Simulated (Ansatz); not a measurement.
# Cu: the change of pressure with volume per atom

All results are calculated (Ansatz 0.2.0 development build). Equation of state of a cubic crystal from periodic Kohn-Sham density functional theory without spin; pressure corrected for the finite basis.

Cell of the first row (space group Pm-3m, No. 221):
```
Cu
1.0
      2.3579     0.0000     0.0000
      0.0000     2.3579     0.0000
      0.0000     0.0000     2.3579
Cu
1
Direct
  0.00000 0.00000 0.00000
```

Settings of every row: formula Cu; structure type simple cubic; functional PBE; spin treatment none; k mesh 15x15x15; occupation method fermi-dirac; occupation width 0.061225619 eV; wave cutoff 420 eV; datasets soft-1 PAW; density cutoff ratio 4.

Limits: a cubic model structure, not a phase known at ambient conditions; modest k-mesh, values are not fully converged in k.

```csv
row,volume per atom (Å³),pressure (GPa),energy above lowest point (meV/atom)
1,13.109,7.183,17.05
2,13.388,4.413,6.99
3,13.667,1.961,1.49
4,13.946,?,?
5,14.225,-2.136,2.08
6,14.503,-3.841,7.31
7,14.782,-5.347,15.34
```

Question: what pressure should row 4 give?

Worked fit of pressure. Take u = (V_r/V)^(2/3) − 1 with V_r = 13.946 Å³ an atom, which is twice the finite (Eulerian) strain; such expansions in the strain, on which the Birch-Murnaghan equation of state is built, carry the rest volume and the bulk modulus. The shown rows have u = 0.04213, 0.0276, 0.01356, -0.01312, -0.02577, -0.03807. Least squares give pressure = −0.2125 + 153.309 × u + 504.36 × u² + 546 × u³ GPa; a parabola predicts inner rows, each left out in turn, worse (root mean square 0.013 against 0.0045 GPa). The rows lie off it by 0.001, -0.002, 0.001, 0.002, -0.003, 0.001. The pressure vanishes at u = 0.0014, or V = 13.92 Å³ an atom, and there the bulk modulus at fixed shape and fractions is B = −V dP/dV = (2/3)(1 + u) dP/du = 103 GPa. The withheld row has u = 0, so the fit gives −0.2125 + 153.309 × (0) + 504.36 × (0)² + 546 × (0)³ = -0.212 GPa.

The calculation gave -0.212 GPa. The fit meets it to the printed digit.

The other values of row 4: energy above lowest point 0 meV/atom.
